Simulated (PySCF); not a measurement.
## ZnS in PySCF: the effect of relativity

The system is ZnS.

```
CELL_PARAMETERS angstrom
0.00000 2.70200 2.70200
2.70200 0.00000 2.70200
2.70200 2.70200 0.00000
ATOMIC_POSITIONS crystal
Zn 0.25000 0.25000 0.25000
S 0.00000 0.00000 0.00000
```

Alike in all runs:

```yaml
Program: PySCF 2.14.0
Task: single point
Functional: LDA
Potentials_or_basis: pob-dzvp-rev2 (all-electron)
k_mesh: 2 × 2 × 2
Occupations: fermi-dirac, width 0.05 eV
```

One run gave: gap on the mesh 3.26 eV. Which relativity did it use?
A. x2c
B. none
C. sfx2c

B.

```tsv
relativity	spin	starting moments	gap on the mesh (eV)
none	no spin polarisation	-	3.26
sfx2c	no spin polarisation	-	2.91
x2c	non-collinear spin, zero start, spin-orbit coupling	[[0.0, 0.0, 0.0], [0.0, 0.0, 0.0]] μB	2.89
```

Caveats: all runs use coarse meshes; the default atom-centred grid shifts energies of crystals by up to some 10 meV an atom and pressures by some 0.5 GPa; the basis of atomic orbitals isn't converged, which shifts pressures, moduli and gaps.

A k mesh can miss the band edges.

A gap of «none» marks a metal or a gap under the smearing width.
